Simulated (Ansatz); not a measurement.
# S: energies, forces and stress near the listed structure

A set of self-consistent runs on S under random distortions, further strains and shifts, swapped elements, distortions that keep the symmetry, other functionals, to map its energy surface near the listed cell.

Program: Ansatz 0.2.0. Level of theory: DFT PBEsol, scalar-relativistic, plane waves, PAW, unless a step's input says otherwise. These are calculated values, not measurements.

## 1. The system as given

Symmetry: P4_2/mnm, No. 136, tetragonal system. Conventional cell: a = 5.678 Å, b = 5.678 Å, c = 2.950 Å, α = 90.00°, β = 90.00°, γ = 90.00°. Around S (site symmetry m2m) lie 1 S at 1.87 Å.

Coordinates:

```
S
1.0
     5.67805    0.00000    0.00000
     0.00000    5.67805    0.00000
     0.00000    0.00000    2.94962
S
4
Direct
  0.88339 0.88339 0.50000
  0.11661 0.11661 0.50000
  0.38339 0.61661 0.00000
  0.61661 0.38339 0.00000
```

The structure comes from the Materials Project (structure only).

## 2. A change within a subgroup

The change: strain xx, yy, zz, yz, xz, xy = -1.3, -3.2, -2.1, -0.8, +0.0, +0.0 %; atoms moved by 0.06 Å root mean square, at most 0.07 Å.

input.yaml

```yaml
crystal:
  lattice:
    - [5.603217041, 0.0, 0.0]
    - [0.0, 5.4950501163, -0.042642184]
    - [0.0, -0.022151613, 2.8868182643]
  atoms:
    - { symbol: S, position: [0.8898977065, 0.8850023958, 0.4897119925] }
    - { symbol: S, position: [0.1101022935, 0.1069506318, 0.4927398704] }
    - { symbol: S, position: [0.3898977065, 0.6149976042, 0.0102880075] }
    - { symbol: S, position: [0.6101022935, 0.3930493682, 0.0072601296] }
basis:
  ecutwfc: 420
kpoints:
  mp_grid: { grid: [8, 8, 12] }
hamiltonian:
  xc: pbesol
scf:
  occupations: { method: gaussian, width: 0.1 }
output:
  forces: true
  stress: true
  eigenvalues: true
  populations: true
```

The run is started by

```
$ ansatz run input.yaml --threads 1 --pin off --max-ram 1331MiB --backend cpu --events-out ev --progress --plain --runs-dir out
```

## 3. Another functional, on a distorted cell: r2SCAN

input.yaml

```yaml
crystal:
  lattice:
    - [5.5504679213, 0.0, 0.0]
    - [0.0, 5.5504679213, 0.0]
    - [0.0, 0.0, 2.8833377179]
  atoms:
    - { symbol: S, position: [0.88339138, 0.88339138, 0.5] }
    - { symbol: S, position: [0.11660862, 0.11660862, 0.5] }
    - { symbol: S, position: [0.38339138, 0.61660862, 0.0] }
    - { symbol: S, position: [0.61660862, 0.38339138, 0.0] }
basis:
  ecutwfc: 500
kpoints:
  mp_grid: { grid: [8, 8, 14] }
hamiltonian:
  xc: r2scan
scf:
  occupations: { method: gaussian, width: 0.1 }
output:
  forces: true
  stress: true
  eigenvalues: true
```

## 4. A random distortion, cell strained

input.yaml

```yaml
crystal:
  lattice:
    - [5.433783916, 0.1703416137, -0.0121510351]
    - [0.1703416137, 5.5224751162, 0.0842055377]
    - [-0.0063121773, 0.0437427991, 2.8928649762]
  atoms:
    - { symbol: S, position: [0.8752653562, 0.878292802, 0.4741390029] }
    - { symbol: S, position: [0.1360976922, 0.1295743302, 0.5224130902] }
    - { symbol: S, position: [0.3713714164, 0.6070701404, -0.0073399395] }
    - { symbol: S, position: [0.6172655352, 0.3850627273, 0.0107878465] }
basis:
  ecutwfc: 420
kpoints:
  mp_grid: { grid: [8, 8, 12] }
hamiltonian:
  xc: pbesol
scf:
  occupations: { method: gaussian, width: 0.1 }
output:
  forces: true
  stress: true
  eigenvalues: true
```

## 5. Functional and cell changed: r2SCAN

input.yaml

```yaml
crystal:
  lattice:
    - [5.8341434887, 0.0, 0.0]
    - [0.0, 5.8341434887, 0.0]
    - [0.0, 0.0, 3.0307005123]
  atoms:
    - { symbol: S, position: [0.88339138, 0.88339138, 0.5] }
    - { symbol: S, position: [0.11660862, 0.11660862, 0.5] }
    - { symbol: S, position: [0.38339138, 0.61660862, 0.0] }
    - { symbol: S, position: [0.61660862, 0.38339138, 0.0] }
basis:
  ecutwfc: 500
kpoints:
  mp_grid: { grid: [8, 8, 14] }
hamiltonian:
  xc: r2scan
scf:
  occupations: { method: gaussian, width: 0.1 }
output:
  forces: true
  stress: true
  eigenvalues: true
```

## 6. One element swapped, cell strained: S → Se, first probe

input.yaml

```yaml
crystal:
  lattice:
    - [5.9552044624, 0.0, 0.0]
    - [0.0, 5.9552044624, 0.0]
    - [0.0, 0.0, 3.1896620379]
  atoms:
    - { symbol: Se, position: [0.8908633781, 0.8908633781, 0.5] }
    - { symbol: Se, position: [0.1091366219, 0.1091366219, 0.5] }
    - { symbol: Se, position: [0.3908633781, 0.6091366219, 0.0] }
    - { symbol: Se, position: [0.6091366219, 0.3908633781, 0.0] }
basis:
  ecutwfc: 420
kpoints:
  mp_grid: { grid: [4, 4, 6] }
hamiltonian:
  xc: pbesol
scf:
  occupations: { method: gaussian, width: 0.1 }
output:
  forces: true
  stress: true
  eigenvalues: true
```

## 7. Substitution of an element, cell strained: S → Se

input.yaml, as its differences from that of step 6:

```diff
@@ -13,3 +13,3 @@
 kpoints:
-  mp_grid: { grid: [4, 4, 6] }
+  mp_grid: { grid: [8, 8, 14] }
 hamiltonian:
@@ -22 +22,2 @@
   eigenvalues: true
+  populations: true
```

## 8. A distortion that keeps the symmetry

input.yaml

```yaml
crystal:
  lattice:
    - [5.7128034792, 0.0, 0.0]
    - [0.0, 5.7128034792, 0.0]
    - [0.0, 0.0, 3.2331326295]
  atoms:
    - { symbol: S, position: [0.8958447101, 0.8958447101, 0.5] }
    - { symbol: S, position: [0.1041552899, 0.1041552899, 0.5] }
    - { symbol: S, position: [0.3958447101, 0.6041552899, 0.0] }
    - { symbol: S, position: [0.6041552899, 0.3958447101, 0.0] }
basis:
  ecutwfc: 420
kpoints:
  mp_grid: { grid: [8, 8, 14] }
hamiltonian:
  xc: pbesol
scf:
  occupations: { method: gaussian, width: 0.1 }
output:
  forces: true
  stress: true
  eigenvalues: true
```

## 9. A distortion that keeps the symmetry

input.yaml

```yaml
crystal:
  lattice:
    - [5.7407962844, 0.0, 0.0]
    - [0.0, 5.7407962844, 0.0]
    - [0.0, 0.0, 3.2476742344]
  atoms:
    - { symbol: S, position: [0.8759193819, 0.8759193819, 0.5] }
    - { symbol: S, position: [0.1240806181, 0.1240806181, 0.5] }
    - { symbol: S, position: [0.3759193819, 0.6240806181, 0.0] }
    - { symbol: S, position: [0.6240806181, 0.3759193819, 0.0] }
basis:
  ecutwfc: 420
kpoints:
  mp_grid: { grid: [8, 8, 14] }
hamiltonian:
  xc: pbesol
scf:
  occupations: { method: gaussian, width: 0.1 }
output:
  forces: true
  stress: true
  eigenvalues: true
```

Before running it: what results should come out? Wanted: for each run, case; energy; pressure; largest force.

**Answer**, as computed:

| step | case | energy (meV/atom) | pressure (GPa) | largest force (eV/Å) | gap on the mesh (eV) |
| --- | --- | --- | --- | --- | --- |
| 2 | a change within a subgroup | +0.0 | 14.4 | 7.22 | 0.00 |
| 3 | another functional, on a distorted cell: r2SCAN | n/a | 6.1 | 1.87 | 0.00 |
| 4 | a random distortion, cell strained | -109.7 | 2.4 | 5.66 | 0.00 |
| 5 | functional and cell changed: r2SCAN | n/a | -3.1 | 1.01 | 0.00 |
| 7 | substitution of an element, cell strained: S → Se | n/a | 24.9 | 15.43 | 0.00 |
| 8 | a distortion that keeps the symmetry | +323.8* | 15.4 | 11.24 | 0.00 |
| 9 | a distortion that keeps the symmetry | -105.1* | -8.2 | 2.40 | 0.00 |

Energies are counted from step 2, with the smearing taken to zero; a star marks another k mesh, which can shift energies by itself, so starred rows don't rank against the others. Other atoms or functionals have another zero of energy (n/a). A gap of 0.00 means none on the mesh at this level.

**Reading.** Among the distorted cells of the listed formula and level the largest force, 11.24 eV/Å, comes in step 8, shared by 4 atoms. The distorted cells of the listed formula and level show no gap on the mesh. Spin polarisation is off in the runs that give these values; a magnetic solution could lie lower. Where forces pass 15 eV/Å atoms stand far too close, the PAW spheres overlap strongly and those numbers are rough.
